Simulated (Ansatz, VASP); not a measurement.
## TaN: VASP beside Ansatz

Contents of INCAR:

```
SYSTEM = TaN
ALGO = Normal
EDIFF = 1E-6
ENCUT = 520
GGA = PS
ISIF = 2
ISMEAR = -1
LASPH = .True.
LCHARG = .False.
LREAL = .False.
LWAVE = .False.
NBANDS = 33
NELM = 100
PREC = Accurate
SIGMA = 0.05
```

The input KPOINTS:

```
k-points
0
Gamma
  5 5 8
  0 0 0
```

File POSCAR:

```
TaN
1.0
    5.2389440962      0.0000000000      0.0000000000
   -2.6194720481      4.5370586783      0.0000000000
    0.0000000000      0.0000000000      2.9350589423
Ta N
3 3
Direct
    0.3333333333      0.6666666667      0.5000000000
    0.6666666667      0.3333333333      0.5000000000
    0.0000000000      0.0000000000      0.0000000000
    0.3928500000      0.0000000000      0.0000000000
    0.6071500000      0.6071500000      0.0000000000
    0.0000000000      0.3928500000      0.0000000000
```

Input for Ansatz:

```yaml
crystal:
  lattice:
    - [5.238944096216635, 0.0, 0.0]
    - [-2.6194720481083174, 4.537058678282171, 0.0]
    - [0.0, 0.0, 2.9350589422799507]
  atoms:
    - { symbol: Ta, position: [0.3333333333333333, 0.6666666666666666, 0.5] }
    - { symbol: Ta, position: [0.6666666666666666, 0.3333333333333333, 0.5] }
    - { symbol: Ta, position: [0.0, 0.0, 0.0] }
    - { symbol: "N", position: [0.39285, 0.0, 0.0] }
    - { symbol: "N", position: [0.60715, 0.60715, 0.0] }
    - { symbol: "N", position: [0.0, 0.39285, 0.0] }
basis:
  ecutwfc: 550.0
kpoints:
  mp_grid:
    grid: [5, 5, 8]
hamiltonian:
  xc: pbesol
  pseudopotentials:
    kind: paw
scf:
  occupations:
    method: fermi_dirac
    width: 0.05
output:
  stress: true
```

Alike in both runs: task single point; functional PBEsol; k mesh 5 × 5 × 8; occupations fermi-dirac, width 0.05 eV; no spin polarisation.

|  | VASP | Ansatz |
| --- | --- | --- |
| version | VASP 6.6.1 | Ansatz 0.2.0 |
| potentials or method | VASP PAW PBE potentials, release 64 (Ta_pv, N) | plane waves, PAW |
| plane-wave cutoff (eV) | 520 | 550 |
| valence electrons in the cell | 48 | 54 |

VASP gave:

* pressure (GPa): -10.5
* largest component of the traceless stress (GPa): 1.54

Problem. Which values does Ansatz return?

Solution. Pressure (GPa): -11.2; largest component of the traceless stress (GPa): 1.47.

With one functional, cell and mesh, what is left measures potentials, basis and numerics. The two sets of potentials don't hold the same shells in valence.

Caveats: the PAW data sets were made with another functional, which shifts forces and pressure a little (VASP). Spin-orbit coupling is left out, which matters for the levels of Ta.
